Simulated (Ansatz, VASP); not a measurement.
## One calculation of Au, two programs

The input INCAR:

```
SYSTEM = Au
ALGO = Normal
EDIFF = 1E-6
ENCUT = 520
GGA = PE
ISIF = 2
ISMEAR = 0
LASPH = .True.
LCHARG = .False.
LREAL = .False.
LWAVE = .False.
NBANDS = 12
NELM = 60
PREC = Accurate
SIGMA = 0.1
```

Contents of KPOINTS:

```
k-points
0
Gamma
  18 18 18
  0 0 0
```

The input POSCAR:

```
Au
1.0
    0.0000000000      2.0366150150      2.0366150150
    2.0366150150      0.0000000000      2.0366150150
    2.0366150150      2.0366150150      0.0000000000
Au
1
Direct
    0.0000000000      0.0000000000      0.0000000000
```

Input for Ansatz:

```yaml
crystal:
  lattice:
    - [0.0, 2.0366150148, 2.0366150148]
    - [2.0366150148, 0.0, 2.0366150148]
    - [2.0366150148, 2.0366150148, 0.0]
  atoms:
    - { symbol: Au, position: [0.0, 0.0, 0.0] }
basis:
  ecutwfc: 420
kpoints:
  mp_grid: { grid: [18, 18, 18] }
hamiltonian:
  xc: pbe
scf:
  occupations: { method: gaussian, width: 0.1 }
output:
  forces: true
  stress: true
  eigenvalues: true
  write_density: true
  write_potential: true
  elf: true
  volumetric_format: npy
```

Alike in both runs: task single point; functional PBE; k mesh 18 × 18 × 18; occupations gaussian, width 0.1 eV; no spin polarisation.

|  | VASP | Ansatz |
| --- | --- | --- |
| version | VASP 6.6.1 | Ansatz 0.2.0 |
| potentials or method | VASP PAW PBE potentials, release 64 (Au) | scalar-relativistic, plane waves, PAW |
| plane-wave cutoff (eV) | 520 | 420 |
| valence electrons in the cell | 11 | 19 |

```tsv
	VASP	Ansatz	Ansatz less VASP
gap on the k mesh at the Fermi level (eV)	none	none	-
pressure (GPa)	10.1	10.5	+0.32
```

A gap of «none» marks a metal or a gap that the smearing closes. The functional is the same, so the differences come from potentials, cutoffs and numerics. The two sets of potentials don't hold the same shells in valence.

Spin-orbit coupling is left out, which matters for the levels of Au.
